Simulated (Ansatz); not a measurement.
Crystal: PbS.

```
Pb S
1.0
     3.65366    0.00000    0.00000
     0.00000    3.65366    0.00000
     0.00000    0.00000    3.65366
Pb S
1 1
Direct
  0.00000 0.00000 0.00000
  0.50000 0.50000 0.50000
```

Measurements of this composition are mostly on another form, of space group No. 225.

| Item | Value |
| --- | --- |
| Program | Ansatz 0.2.0 |
| Task | relaxation of cell and atoms |
| Functional | r2SCAN |
| Dispersion | D3(BJ)-ATM |
| Potentials or basis | Ansatz PAW |
| Cutoff | 500 eV (not typed: the program's choice for these potentials) |
| k mesh | 7 × 7 × 7 |
| Occupations | fermi-dirac, width 0.05 eV |
| Spin | no spin polarisation |

At the start: volume 24.39 Å³/atom.

How do energy, volume and symmetry change on relaxing?

It ends after 4 steps and the volume is 23.72 Å³/atom (-2.7 %); space group Pm-3m (No. 221, to 0.05 Å).

The path:
```csv
step,energy change (eV),largest force (eV/Å),volume (Å³)
1,0.0000,0.0000,48.77
2,-0.0062,0.0000,46.93
3,-0.0073,0.0000,47.45
4,-0.0072,0.0000,47.45
```

Final structure:
```xyz
2
Lattice="3.6203 0.0000 0.0000 0.0000 3.6203 0.0000 0.0000 0.0000 3.6203" Properties=species:S:1:pos:R:3 pbc="T T T"
Pb    0.0000    0.0000    0.0000
S     1.8102    1.8102    1.8102
```

Caveat: the plane-wave basis is chosen anew once the cell has moved, so the energies of steps on either side of that aren't comparable; the PAW data sets come from PBE, with cores solved anew for the run's functional, which leaves a small shift of forces and pressure.
